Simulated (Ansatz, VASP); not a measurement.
## One calculation of Hf, two programs

```
CELL_PARAMETERS angstrom
0.00000 3.18700 3.18700
3.18700 0.00000 3.18700
3.18700 3.18700 0.00000
ATOMIC_POSITIONS crystal
Hf 0.12500 0.12500 0.12500
Hf 0.87500 0.87500 0.87500
```

Alike in both runs: task single point; functional PBEsol; k mesh 10 × 10 × 10; occupations fermi-dirac, width 0.1 eV; no spin polarisation.

|  | VASP | Ansatz |
| --- | --- | --- |
| version | VASP 6.6.1 | Ansatz 0.2.0 |
| potentials or method | VASP PAW PBE potentials, release 64 (Hf_pv) | plane waves (420 eV) with PAW, scalar-relativistic |
| plane-wave cutoff (eV) | 520 | 420 |
| valence electrons in the cell | 20 | 52 |

Ansatz gave:

| Property | Result |
| --- | --- |
| pressure (GPa) | 0.0 |

**Question.** Estimate VASP's values.

**Answer.** Pressure (GPa): -0.2.

The two sets of potentials don't hold the same shells in valence. Ansatz warned: «pseudo_functional_mismatch».

Caveats: the PAW data sets were made with another functional, which shifts forces and pressure a little (VASP). Spin-orbit coupling is left out, which matters for the levels of Hf.
